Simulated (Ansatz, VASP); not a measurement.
## SnSe2 in VASP and in Ansatz

```xyz
3
Lattice="3.8174 0.0000 0.0000 -1.9087 3.3060 0.0000 0.0000 0.0000 6.1547" Properties=species:S:1:pos:R:3 pbc="T T T"
Sn    0.0000    0.0000    0.0000
Se    1.9087    1.1020    4.5678
Se    0.0000    2.2040    1.5869
```

Alike in both runs: functional PBEsol; k mesh 12 × 12 × 4; occupations gaussian, width 0.02 eV; no spin polarisation.

Ansatz relaxed the structure, and its values are those at the end. VASP's run is a single point on that final structure, the one shown.

|  | VASP | Ansatz |
| --- | --- | --- |
| version | VASP 6.6.1 | Ansatz 0.2.0 |
| potentials or method | VASP PAW PBE potentials, release 64 (Sn_d, Se) | scalar-relativistic, plane waves, PAW |
| plane-wave cutoff (eV) | 520 | 420 |
| valence electrons in the cell | 26 | 46 |

```tsv
	VASP	Ansatz	Ansatz less VASP
gap on the k mesh at the Fermi level (eV)	0.60	0.60	+0.005
least direct gap on the mesh (eV)	0.99	1.00	+0.009
pressure (GPa)	0.1	0.0	-0.11
rms of the force components (eV/Å)	0.010	0.001	-0.0090
```

The two sets of potentials don't hold the same shells in valence.

Caveats: the PAW data sets were made with another functional, which shifts forces and pressure a little (VASP); spin-orbit coupling is left out, which moves the levels of the heavy elements; this functional lacks dispersion, which binds the layers, so the pressure and a relaxed spacing across them are unreliable. A k mesh can miss the band edges.
